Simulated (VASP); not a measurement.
# Ca: restarted molecular dynamics, 2 variants

Ca, Cmcm (no. 63), 8 atoms in the cell. PBE, molecular dynamics; PAW potentials Ca_pv (PBE set).

| Restart from | Temperature at the end (K) | The same without a restart (K) | Potential energy at the end (eV/atom) | The same without a restart (eV/atom) | Electronic steps in the first step after the restart | Time (s) |
|---|---|---|---|---|---|---|
| CONTCAR with velocities, WAVECAR read | 1577.0 | 1578.0 | -1.85339 | -1.85339 | 7 | 417 |
| CONTCAR with velocities, no WAVECAR | 1578.0 | 1578.0 | -1.85340 | -1.85339 | 25 | 372 |

Limits: 120 fs of 8 atoms are too short for converged averages.

## Input of the first row

INCAR.step1:
```
ALGO = Fast ; EDIFF = 1E-6
ENCUT = 200 ; GGA = PE
IBRION = 0 ; ISIF = 2
ISMEAR = -1 ; ISYM = 0
KPAR = 2 ; LASPH = True
LCHARG = False ; LREAL = Auto
LWAVE = True ; MDALGO = 4
NELM = 60 ; NELMIN = 4
NHC_NCHAINS = 3 ; NHC_PERIOD = 30
NSW = 30 ; POTIM = 2.0
PREC = Normal ; RANDOM_SEED = 984291 0 0
SIGMA = 0.069 ; TEBEG = 1600
```

INCAR.step2, as INCAR.step1 but for:
```
- LWAVE = True
+ LWAVE = False
```

KPOINTS:
```
k-points
0
Monkhorst-Pack
  2 2 2
```

POSCAR.step1:
```
Ca
1.0
    3.9425519900     -6.7909803600      0.0000000000
    3.9425519900      6.7909803600      0.0000000000
    0.0000000000      0.0000000000      6.5091117400
Ca
8
Direct
    0.0822067000      0.4177933000      0.7500000000
    0.0822067000      0.9177933000      0.7500000000
    0.5822067000      0.4177933000      0.7500000000
    0.5822067000      0.9177933000      0.7500000000
    0.4177933000      0.0822067000      0.2500000000
    0.4177933000      0.5822067000      0.2500000000
    0.9177933000      0.0822067000      0.2500000000
    0.9177933000      0.5822067000      0.2500000000
```

Commands (each step's output is kept before the next begins):
```
cat potpaw_PBE.64/Ca_pv/POTCAR > POTCAR
cp INCAR.step1 INCAR
cp POSCAR.step1 POSCAR
mpirun -np 2 vasp_std > vasp.out
cp CONTCAR POSCAR
cp INCAR.step2 INCAR
mpirun -np 2 vasp_std > vasp.out
```

Changes of the last row against the first:
```
(step 1)
- LWAVE = True
+ LWAVE = False
```

VASP 6.6.1 took 417 s on 2 cores (Intel Xeon Platinum 8259CL @ 2.50GHz (Skylake/Cascade Lake)), a shared host.
